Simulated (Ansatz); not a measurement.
# Al3GaAs4: one candidate of a structure search, part 2 of 2

The task: take a trial cell of Al3GaAs4 to zero force and stress.

Ansatz 0.2.0; DFT PBE, scalar-relativistic, plane waves, PAW. Earlier steps stand in the parts before.

## (4) Full relaxation

The end of the coarse run is made exact in the group found at a tolerance of 0.06 Å and reduced to its primitive cell.

The input, input.yaml:

```yaml
crystal:
  lattice:
    - [-2.8650209238, 2.8650209238, 5.7285943145]
    - [2.8650209238, -2.8650209238, 5.7285943145]
    - [2.8650209238, 2.8650209238, -5.7285943145]
  atoms:
    - { symbol: Al, position: [0.0, 0.0, 0.0] }
    - { symbol: Al, position: [0.25, 0.75, 0.5] }
    - { symbol: Al, position: [0.75, 0.25, 0.5] }
    - { symbol: Ga, position: [0.5, 0.5, 0.0] }
    - { symbol: As, position: [0.1238373887, 0.1238373887, 0.4985409247] }
    - { symbol: As, position: [0.3747035361, 0.8761626113, 0.0] }
    - { symbol: As, position: [0.6252964639, 0.6252964639, 0.5014590753] }
    - { symbol: As, position: [0.8761626113, 0.3747035361, 0.0] }
basis:
  ecutwfc: 420
kpoints:
  mp_grid: { grid: [8, 8, 8] }
hamiltonian:
  xc: pbe
scf:
  occupations: { method: gaussian, width: 0.02 }
output:
  forces: true
  stress: true
  eigenvalues: true
  write_density: true
  write_potential: true
  elf: true
  volumetric_format: npy
relax:
  adjacent_minimum: "off"
  f_tol: 0.01
  max_steps: 80
  cell: { stress_tol: 0.05 }
```

Started as:

```bash
$ ansatz run input.yaml --threads 1 --pin off --max-ram 2560MiB --backend cpu --events-out ev --progress --plain --runs-dir out
```

Standard output (excerpt; [...] marks lines left out):

```text
Warning: RAYON_NUM_THREADS=1 ignored (pool sized by the plan → 1); use --threads N
[...]
Pseudopotentials: kind: paw
Pseudopotential: Al, paw, valence charge 3, recommended cutoff 420 eV (normal), Al.paw.azcp
Pseudopotential: Ga, paw, valence charge 13, recommended cutoff 420 eV (normal), Ga.paw.azcp
Pseudopotential: As, paw, valence charge 15, recommended cutoff 420 eV (normal), As.paw.azcp
Functional definition: PBE
[...]
Crystal: 8 atoms, lattice volume = 188.089 Å³
Basis set: ecut = 420 eV, 3739 PW (Γ), exchange–correlation on 96×96×96 points (8 copies of the dense FFT grid, shifted against one another)
Bands: 50, of which v1, the nominal top of the filled ones, is band 41 counted from 1 (40 counted from 0)
Symmetry: 8 space group operations
Space group: I-42m (ITA 121), of the structure as read, at distance tolerance 5.7e-5 Å
k-points: 59 of 512 (time reversal used)
[...]
  F+E_penalty+E_count = -24823.68676804 eV   max|allowed force component| = 2.914e-4 eV/Å   (the final SCF, on the basis selected at the relaxed cell)
  cell:  # Å, volume = 188.4234 Å³
    - [-2.8664044388683814, 2.8664044388683814, 5.733236622410437]
    - [2.8664044388683814, -2.8664044388683814, 5.733236622410437]
    - [2.8664044388683814, 2.8664044388683814, -5.733236622410437]
  atoms:
    - { symbol: Al, position: [9.608692781116647e-22, 6.652229391205888e-22, 1.4782316949553797e-21] }
    - { symbol: Al, position: [0.24999999999999997, 0.7500000000000001, 0.5000000000000001] }
    - { symbol: Al, position: [0.7500000000000001, 0.24999999999999997, 0.5000000000000001] }
    - { symbol: Ga, position: [0.5, 0.5, 1.4782316949552496e-21] }
    - { symbol: As, position: [0.12381690123945643, 0.12381690123945643, 0.4985027509698583] }
    - { symbol: As, position: [0.3746858497304018, 0.8761830987605437, 0.0] }
    - { symbol: As, position: [0.6253141502695981, 0.6253141502695981, 0.5014972490301416] }
    - { symbol: As, position: [0.8761830987605437, 0.3746858497304018, 0.0] }
```

It took 3.1 min on 1 thread of Arm Neoverse V1, shared host; peak memory 0.69 GiB.

Relaxation path:

| step | E - E(step 1) (eV/cell) | largest force component (eV/Å) | pressure (GPa) | volume (Å³) |
| --- | --- | --- | --- | --- |
| 1 | 0.0000 | 0.0009 | 0.12 | 188.09 |
| 2 | -0.0001 | 0.0003 | 0.01 | 188.42 |
| 3 | -0.0001 | 0.0003 | 0.01 | 188.42 |

Step 1 is the start. Step 3 repeats the geometry before it on a plane-wave basis chosen anew for that cell, so its energy need not be comparable with the rows above.

Lengths and angles in the start's conventional setting:

|  | before | after | change |
| --- | --- | --- | --- |
| a (Å) | 5.730 | 5.733 | 0.0 % |
| b (Å) | 5.730 | 5.733 | 0.0 % |
| c (Å) | 11.457 | 11.466 | +0.1 % |
| volume (Å³/atom) | 23.51 | 23.55 | +0.2 % |
| shortest distance (Å) | 2.478 | 2.480 | +0.1 % |
| space group (0.01 Å) | I-42m | I-42m | same |

The run keeps the 8 symmetry operations of the start, so it could not have lowered the symmetry.

Axes a, b and c in the maps are those of this run's conventional cell (a, b, c = 5.733, 5.733, 11.466 Å).

Density in a lattice plane of the grid's cell (edges 5.73 and 11.47 Å, at 0.000 of the third edge), which holds Al and Ga.

Values in e/Å³, 12 rows by 6 columns:
```
 0.17  0.19  0.10  0.05  0.10  0.19
 0.05  0.10  0.19  0.17  0.19  0.10
 0.02  0.05  0.18  0.06  0.18  0.05
 0.05  0.09  0.19  0.17  0.19  0.09
 0.38  0.20  0.09  0.05  0.09  0.20
52.41  0.36  0.05  0.02  0.05  0.36
 0.38  0.20  0.09  0.05  0.09  0.20
 0.05  0.09  0.19  0.17  0.19  0.09
 0.02  0.05  0.18  0.06  0.18  0.05
 0.05  0.10  0.19  0.17  0.19  0.10
 0.17  0.19  0.10  0.05  0.10  0.19
 0.06  0.18  0.05  0.02  0.05  0.18
```
Columns run along the first of these edges and rows up along the second, over one cell in 6 and 12 even steps from the bottom left corner. Atoms in the plane (fractional): Al at (0.00, 0.00), Al at (0.50, 0.25), Al at (0.50, 0.75), Ga at (0.00, 0.50).

ELF in the same plane.

Values, 12 rows by 6 columns:
```
0.39 0.70 0.37 0.08 0.37 0.70
0.09 0.35 0.69 0.38 0.69 0.35
0.01 0.09 0.41 0.21 0.41 0.09
0.07 0.33 0.69 0.38 0.69 0.33
0.25 0.48 0.33 0.08 0.33 0.48
0.52 0.25 0.07 0.01 0.07 0.25
0.25 0.48 0.33 0.08 0.33 0.48
0.07 0.33 0.69 0.38 0.69 0.33
0.01 0.09 0.41 0.21 0.41 0.09
0.09 0.35 0.69 0.38 0.69 0.35
0.39 0.70 0.37 0.08 0.37 0.70
0.22 0.39 0.08 0.01 0.08 0.39
```
Columns run along the first of these edges and rows up along the second, over one cell in 6 and 12 even steps from the bottom left corner. Atoms in the plane (fractional): Al at (0.00, 0.00), Al at (0.50, 0.25), Al at (0.50, 0.75), Ga at (0.00, 0.50).

Both are smooth fields of the valence electrons: close to the nuclei they are not physical.

The highest ELF values outside the cores: 0.92 on the Al–As line, 1.0 Å from Al; 0.78 on the As–Ga line, 1.2 Å from As.

## (5) Variant: mp_grid.shift [0.5, 0.5, 0.5], pseudopotentials.kind nc, accuracy medium

The input, input.yaml:

```yaml
crystal:
  lattice:
    - [-2.8664044389, 2.8664044389, 5.7332366224]
    - [2.8664044389, -2.8664044389, 5.7332366224]
    - [2.8664044389, 2.8664044389, -5.7332366224]
  atoms:
    - { symbol: Al, position: [0.0, 0.0, 0.0] }
    - { symbol: Al, position: [0.25, 0.75, 0.5] }
    - { symbol: Al, position: [0.75, 0.25, 0.5] }
    - { symbol: Ga, position: [0.5, 0.5, 0.0] }
    - { symbol: As, position: [0.1238169012, 0.1238169012, 0.498502751] }
    - { symbol: As, position: [0.3746858497, 0.8761830988, 0.0] }
    - { symbol: As, position: [0.6253141503, 0.6253141503, 0.501497249] }
    - { symbol: As, position: [0.8761830988, 0.3746858497, 0.0] }
basis:
  ecutwfc: 420
kpoints:
  mp_grid: { grid: [8, 8, 8], shift: [0.5, 0.5, 0.5] }
hamiltonian:
  xc: pbe
  pseudopotentials: { kind: nc }
scf:
  occupations: { method: gaussian, width: 0.02 }
output:
  forces: true
  eigenvalues: true
  stress: true
accuracy: medium
```

Started as:

```bash
$ ansatz run input.yaml --threads 1 --pin off --max-ram 2560MiB --backend cpu --events-out ev --progress --plain --runs-dir out
```

Standard output (excerpt; [...] marks lines left out):

```text
Warning: basis.ecutwfc = 420 eV is below the records' recommended 1142.878222 eV, and the density's cutoff is lower with it unless basis.ecutrho_ratio is high enough to keep the records' density cutoff: compare with a run at a higher cutoff
Warning: RAYON_NUM_THREADS=1 ignored (pool sized by the plan → 1); use --threads N
[...]
Pseudopotentials: kind: nc
Pseudopotential: Al, nc, valence charge 3, recommended cutoff 544.227725 eV (normal), Al.nc.azcp
Pseudopotential: Ga, nc, valence charge 13, recommended cutoff 1088.45545 eV (normal), Ga.nc.azcp
Pseudopotential: As, nc, valence charge 15, recommended cutoff 1142.878222 eV (normal), As.nc.azcp
[... 1 set-up line as earlier in the session ...]
[...]
Crystal: 8 atoms, lattice volume = 188.423 Å³
Basis set: ecut = 420 eV, 3739 PW (Γ), exchange–correlation on 96×96×96 points (8 copies of the dense FFT grid, shifted against one another)
Bands: 50, of which v1, the nominal top of the filled ones, is band 41 counted from 1 (40 counted from 0)
[... 1 set-up line as earlier in the session ...]
[...]
SCF iter   9: F=-13302.117022 eV  HF=-13302.117022 eV  |F-HF|=6.55e-9  |Δ(HF+E_count)|=   8.37e-8  Δρ=1.82e-6  dr2=7.34e-9  ethr=1.22e-10  ⟨swp⟩=12.4  Hψ=13153  notcnv=0
[...]
SCF converged after 9 iterations
Free energy (F): -13302.117022 eV
[...]
E sigma→0 (E₀):  -13302.117022 eV
Fermi energy:    6.733424 eV
[...]
--- Forces (eV/Å), atoms counted from 1 ---
  atom   1  Al    -0.00000000     0.00000000    -0.00000000
  atom   2  Al     0.00000000     0.00000000    -0.00000000
  atom   3  Al    -0.00000000    -0.00000000     0.00000000
  atom   4  Ga    -0.00000000    -0.00000000    -0.00000000
  atom   5  As     0.42176638     0.42176638     0.38460387
  atom   6  As    -0.42176638     0.42176638    -0.38460387
  atom   7  As    -0.42176638    -0.42176638     0.38460387
  atom   8  As     0.42176638    -0.42176638    -0.38460387
[...]
--- Stress (GPa, compression-positive) ---
      -10.055692       0.000000       0.000000
        0.000000     -10.055692       0.000000
        0.000000       0.000000      -9.880987
  P = ⅓ Tr σ = -9.9975 GPa (-99.975 kbar)
--- Band table (eV; the first three rows and the last of 56) ---
[...]
```

It took 54 s on 1 thread of Arm Neoverse V1, shared host; peak memory 0.49 GiB.

| run | ending | energy change | pressure (GPa) | gap (eV) | force (eV/Å) | cycles | time |
| --- | --- | --- | --- | --- | --- | --- | --- |
| step 4 | converged | - | 0.0 | 1.33 | 0.00 | - | 3.1 min |
| variant | converged | not comparable | -10.0 | 0.66 | 0.71 | 9 | 54 s |

After a change of potentials the difference of the totals has no physical meaning; the pressure goes from 0.0 to -10.0 GPa, the gap on the mesh goes from 1.33 to 0.66 eV and the largest force goes from 0.00 to 0.71 eV/Å. The k-point mesh and accuracy level changed too. The cutoff is far under what these potentials recommend, so these values carry a basis error that can be large.

## (6) Results

What follows sums up all 2 parts. Changes of volume or cell count from the first structure of part 1.

```
                              quantity                                                                       value
symmetry at the end (tolerance 0.02 Å)                                                 space group I-42m (No. 121)
                     conventional cell  a = 5.733 Å, b = 5.733 Å, c = 11.466 Å, α = 90.00°, β = 90.00°, γ = 90.00°
                                volume                                                               23.55 Å³/atom
              energy over the elements                                                               -0.45 eV/atom
                       gap on the mesh                                                                     1.33 eV
```

The space group I-42m (No. 121) is kept, and the volume per atom grows by 17.1 % from the first guess. It lies below the elements, which doesn't yet make it stable: competing phases were not computed in this session. No finished test with a distortion of lower symmetry is shown, so the end may be a saddle point.
